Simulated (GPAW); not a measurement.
WS2 (Tungstenite): relaxation of cell and atoms with PBE+D3(BJ)+ATM

Crystal: WS2 (Tungstenite).

```xyz
6
Lattice="3.1800 0.0000 0.0000 -1.5900 2.7540 0.0000 0.0000 0.0000 12.5000" Properties=species:S:1:pos:R:3 pbc="T T T"
W     1.5900    0.9180    9.3750
W     0.0000    1.8360    3.1250
S     1.5900    0.9180    4.6875
S     0.0000    1.8360   10.9375
S     1.5900    0.9180    1.5625
S     0.0000    1.8360    7.8125
```

```
Program             : GPAW 26.7.0
Task                : relaxation of cell and atoms
Functional          : PBE
Dispersion          : D3(BJ)+ATM
Potentials or basis : GPAW PAW data sets (gpaw-data 1.2.1)
Cutoff              : 600 eV
Basis               : pw
k mesh              : 5 × 5 × 2
Occupations         : fermi-dirac, width 0.05 eV
Spin                : no spin polarisation
Maxiter             : 150
Optimizer           : BFGS
Fmax                : 0.02 eV/Å
Max steps           : 60
Convergence         : density=1e-05 forces=0.0001
```

| Item | Value |
| --- | --- |
| Relaxed volume | 17.60 Å³/atom |
| Relaxed cell | a = 3.158 Å, b = 3.158 Å, c = 12.228 Å, α = 90.00°, β = 90.00°, γ = 120.00° |
| Space group after relaxing (to 0.05 Å) | P6_3/mmc (No. 194) |
| Energy gained by relaxing | 3.3 meV/atom |
| Ionic steps | 13 |
| Pressure after relaxing | 0.0 GPa |
| Band gap on the k mesh | 1.00 eV, indirect (least direct gap 2.26 eV) |
| Dispersion energy per atom | -0.401 eV |

The path:
```
step  energy change (eV)  largest force (eV/Å)  pressure (GPa)  volume (Å³)
   1              0.0000                0.1523           -1.04       109.47
   2             -0.0022                0.1161           -1.13       109.38
   3             -0.0100                0.0793           -1.43       108.58
   4             -0.0116                0.0834           -1.20       108.26
   5             -0.0139                0.0224           -0.30       107.47
   6             -0.0142                0.0130           -0.07       107.36
   7             -0.0144                0.0417            0.08       107.29
   8             -0.0150                0.0738            0.24       107.16
   9             -0.0160                0.1129            0.45       106.82
  10             -0.0176                0.1270            0.56       106.22
  11             -0.0189                0.0849            0.40       105.69
  12             -0.0195                0.0247            0.12       105.56
  13             -0.0195                0.0008            0.00       105.62
```

Final structure:
```
W S
1.0
     3.15810    0.00000    0.00000
    -1.57905    2.73499    0.00000
     0.00000    0.00000   12.22830
W S
2 4
Direct
  0.66667 0.33333 0.75000
  0.33333 0.66667 0.25000
  0.66667 0.33333 0.37881
  0.33333 0.66667 0.87881
  0.66667 0.33333 0.12119
  0.33333 0.66667 0.62119
```

Levels at points of the mesh, in eV from the valence-band top:
```
           k point  band 22  band 23  band 24  band 25  band 26  band 27  band 28  band 29  band 30  band 31
(0.00, 0.00, 0.00)    -2.19    -2.19    -1.45    -1.25     0.00     2.26     2.26     2.28     2.28     2.30
(0.00, 0.00, 0.50)    -2.22    -2.22    -2.22    -0.31    -0.31     2.25     2.25     2.25     2.25     2.42
```

It took 7.5 min on 1 thread of Arm Neoverse V1, on a shared host, peak memory 0.32 GiB.

Caveat: the k mesh is coarse (spacing up to 0.46 Å⁻¹), so the values aren't converged; later steps reuse the first step's grids; spin-orbit coupling is left out, which moves the levels of the heavy elements; an odd mesh through Γ misses points on the zone boundary, where band edges often lie.
